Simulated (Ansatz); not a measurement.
Computed with Ansatz 0.2.0, DFT PBE, scalar-relativistic, plane waves, PAW. All cells share a 420 eV cutoff and Γ-centred k meshes spaced at most about 0.3 Å⁻¹ (about 0.25 or finer for metals, 2π included). No spin polarisation.

All energies are static (0 K, no zero-point motion).

Two forms of Hg2Se were relaxed alike.

A.

```
Hg Se
1.0
     2.10867    1.21744    5.15359
    -2.10867    1.21744    5.15359
     0.00000   -2.43489    5.15359
Hg Se
2 1
Direct
  0.77185 0.77185 0.77185
  0.22815 0.22815 0.22815
  0.00000 0.00000 0.00000
```

B.

```
Hg Se
1.0
    -2.76325    2.76325    7.28726
     2.76325   -2.76325    7.28726
     2.76325    2.76325   -7.28726
Hg Se
4 2
Direct
  0.23927 0.23927 0.00000
  0.98927 0.48927 0.50000
  0.51073 0.01073 0.50000
  0.76073 0.76073 0.00000
  0.00000 0.00000 0.00000
  0.75000 0.25000 0.50000
```

**Question.** Which would you expect to be lower, and how large is the difference?

**Answer.** They are level within the accuracy (under 1 meV/atom apart). A has the anti-cadmium chloride type, space group R-3m (No. 166), 26.5 Å³/atom and no gap on its mesh; B has space group I4_1/amd (No. 141), 37.1 Å³/atom and no gap. Counting Se atoms around Hg (those within 1.25 times the shortest such distance or 1.15 times the sum of covalent radii; a plus sign parts nearer from farther groups), A has Hg 3+1 and B has Hg 2. Even the lower one lies +0.04 eV/atom against the reference forms of the elements (uncorrected), so neither is stable at this level. Both come from invented guesses. The lowest form computed isn't among them: it has the anti-cadmium iodide type, space group P-3m1 (No. 164), 25.5 Å³/atom and lies 75 meV/atom below the best shown.

The k mesh leaves some 4 meV/atom of noise in the energy of each metallic cell. No dispersion correction is applied, so the spacing and binding between layers, chains or molecules are poorly described (I4_1/amd), and this can change margins and order among such cells. Spin–orbit coupling, which can matter for Hg, is left out. Cells relaxed within their symmetry can be saddle points. Some types were kept out of the candidates beforehand, so the set may lack a known form.
